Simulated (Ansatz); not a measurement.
Here is an Ansatz 0.2.0 calculation.

File input.yaml:

```yaml
crystal:
  lattice:
    - [1.147050505, -2.46702512, 0.0]
    - [1.147050505, 2.46702512, 0.0]
    - [0.0, 0.0, 4.06431074]
  atoms:
    - { symbol: Cr, position: [0.87053258, 0.12946742, 0.75] }
    - { symbol: Cr, position: [0.12946742, 0.87053258, 0.25] }
hamiltonian:
  xc: pbe
  pseudopotentials: { kind: paw }
kpoints:
  mp_grid: { grid: [13, 13, 7] }
scf:
  occupations: { method: fermi_dirac, width: 0.05 }
output:
  forces: true
  stress: true
  eigenvalues: true
  write_density: true
  write_potential: true
  elf: true
  volumetric_format: npy
```

Potentials or basis: Ansatz PAW.

Launch:

```sh
$ ansatz run input.yaml --threads 2 --pin off --max-ram 5632MiB --backend cpu --events-out ev --progress --plain --runs-dir out
```

Question: What does it give for the largest force?

Answer: 0.182 eV/Å.

Question: What does it give for the band gap on the k mesh?

Answer: None (metal or under the smearing width).

Question: What does it give for the pressure?

Answer: 7.6 GPa.

Forces in eV/Å, atoms in the order of the input:
```
Cr   0.000  0.182  0.000
Cr   0.000 -0.182  0.000
```

Caveat: the run has no spin polarisation, though such a crystal can be magnetic. Spin polarisation is off, so any magnetic state and its effect on volume and gap are missing.
